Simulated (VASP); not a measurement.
A VASP 6.6.1 single-point calculation on WSe₂

INCAR

```
NBANDS = 17
SIGMA = 0.02
EDIFF = 1E-7
GGA = PS
ISMEAR = -1
ISPIN = 2
LWAVE = .FALSE.
ENCUT = 520
NELM = 74
NSW = 0
IBRION = -1
MAGMOM = 1 1 1
PREC = Low
LASPH = .TRUE.
LCHARG = .FALSE.
LREAL = .FALSE.
ISIF = 2
```

KPOINTS

```
KPOINTS created by Atomic Simulation Environment
0
Gamma
8 8 8
0 0 0
```

POSCAR

```
W  Se
 1.0000000000000000
     0.0000000000000000    3.0924832561503570    3.0924832561503570
     3.0924832561503570   -0.0000000000000000    3.0924832561503570
     3.0924832561503570    3.0924832561503570    0.0000000000000000
 W   Se
   1   2
Cartesian
 -0.0000000000000000  0.0000000000000000  0.0000000000000000
  1.5462416280751785  1.5462416280751785  1.5462416280751785
  4.6387248842255353  4.6387248842255353  4.6387248842255353
```

The recommended PBE PAW datasets give the neutral cell 26 valence electrons.

Command

```
mpirun -np 1 vasp_std
```

How does this run end, and what does it give?

It converged. Results: pressure -0.2 GPa; magnetic moment of the cell 1.80 μB.

OSZICAR

```
N       E                     dE             d eps       ncg     rms          rms(c)
DAV:   1     0.187061395853E+03    0.18706E+03   -0.12756E+04  1980   0.146E+03
DAV:   2    -0.117238443647E+02   -0.19879E+03   -0.19642E+03  2369   0.365E+02
DAV:   3    -0.213443483988E+02   -0.96205E+01   -0.92831E+01  2602   0.697E+01
DAV:   4    -0.215131088232E+02   -0.16876E+00   -0.16690E+00  2387   0.893E+00
DAV:   5    -0.215148157306E+02   -0.17069E-02   -0.17047E-02  2693   0.954E-01    0.166E+01
DAV:   6    -0.212693768313E+02    0.24544E+00   -0.11956E+01  2354   0.180E+01    0.578E+00
DAV:   7    -0.210221238807E+02    0.24725E+00   -0.19905E+00  2328   0.794E+00    0.483E+00
DAV:   8    -0.210083387377E+02    0.13785E-01   -0.20287E-01  2143   0.315E+00    0.631E-01
DAV:   9    -0.210082791783E+02    0.59559E-04   -0.13915E-02  2502   0.696E-01    0.260E-01
DAV:  10    -0.210079191547E+02    0.36002E-03   -0.90627E-04  2269   0.230E-01    0.175E-01
DAV:  11    -0.210079171661E+02    0.19885E-05   -0.36688E-04  2513   0.148E-01    0.496E-02
DAV:  12    -0.210079367030E+02   -0.19537E-04   -0.22455E-05  2370   0.327E-02    0.142E-02
DAV:  13    -0.210079502998E+02   -0.13597E-04   -0.17823E-05  2277   0.273E-02    0.855E-03
DAV:  14    -0.210079517963E+02   -0.14964E-05   -0.26482E-06  2375   0.936E-03    0.312E-03
DAV:  15    -0.210079520892E+02   -0.29291E-06   -0.32085E-07  2213   0.303E-03    0.198E-03
DAV:  16    -0.210079521880E+02   -0.98791E-07   -0.12263E-07  1339   0.169E-03
   1 F= -.21007952E+02 E0= -.21005509E+02  d E =-.488560E-02  mag=     1.7991
```

These settings aren't sound, so the numbers aren't properties of the crystal.

On sound settings PBEsol gives a gap of -0.89 eV on its mesh and a pressure of -4.3 GPa for the intended cell.
